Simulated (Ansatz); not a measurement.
**LaHg: a single-point run**

Aim: a sound single-point run of LaHg. The structure is shown as the input types it.

Method: DFT, PBEsol, all-electron PAW with datasets made for the crystal, scalar-relativistic, in Ansatz 0.2.0.

## Step 1: Starting point

The structure is cubic, space group Pm-3m (No. 221). Conventional cell: a = 3.377 Å, b = 3.377 Å, c = 3.377 Å, α = 90.00°, β = 90.00°, γ = 90.00°. Around La (site symmetry m-3m) lie 8 Hg at 2.92 Å. Hg (site symmetry m-3m) has 8 La at 2.92 Å as nearest neighbours.

Coordinates:

```
CELL_PARAMETERS angstrom
3.37654 0.00000 0.00000
0.00000 3.37654 0.00000
0.00000 0.00000 3.37654
ATOMIC_POSITIONS crystal
La 0.50000 0.50000 0.50000
Hg 0.00000 0.00000 0.00000
```

## Step 2: The run

The input, input.yaml:

```yaml
crystal:
  lattice:
    - [3.376544524, 0.0, 0.0]
    - [0.0, 3.376544524, 0.0]
    - [0.0, 0.0, 3.376544524]
  atoms:
    - { symbol: La, position: [0.5, 0.5, 0.5] }
    - { symbol: Hg, position: [0.0, 0.0, 0.0] }
kpoints:
  mp_grid: { grid: [9, 9, 9] }
scf:
  occupations: { method: fermi_dirac, width: 0.05 }
  mixing: { algorithm: broyden, beta: 1.0, ndim: 1, preconditioner: none }
  max_iter: 100
hamiltonian:
  xc: pbesol
  pseudopotentials: { kind: all_electron, datasets: crystal }
output:
  forces: true
  stress: true
  eigenvalues: true
  efg: { contact_densities: true }
```

The run is started by

```sh
> ansatz run input.yaml --threads 1 --pin off --max-ram 2048MiB --backend cpu --events-out ev --progress --plain --runs-dir out
```

What happens when this is run?

The program finished normally, with warnings (crystal datasets made, gradients without spin orbit, printed levels off). It gives a pressure of 52 GPa, which is large; a structure far from rest gives such values too, whatever the setting.

The suspect setting: scf.mixing.algorithm is broyden; scf.mixing.beta is 1.0; scf.mixing.ndim is 1; scf.mixing.preconditioner is none. What could go wrong: mixing too aggressive. Here it converged all the same; such a setting changes the road, not the converged state. Several mixing settings were changed at once, so this run can't tell how much each is to blame.

Run again and compare: delete scf.mixing.algorithm, scf.mixing.beta, scf.mixing.ndim and scf.mixing.preconditioner (the default then holds).
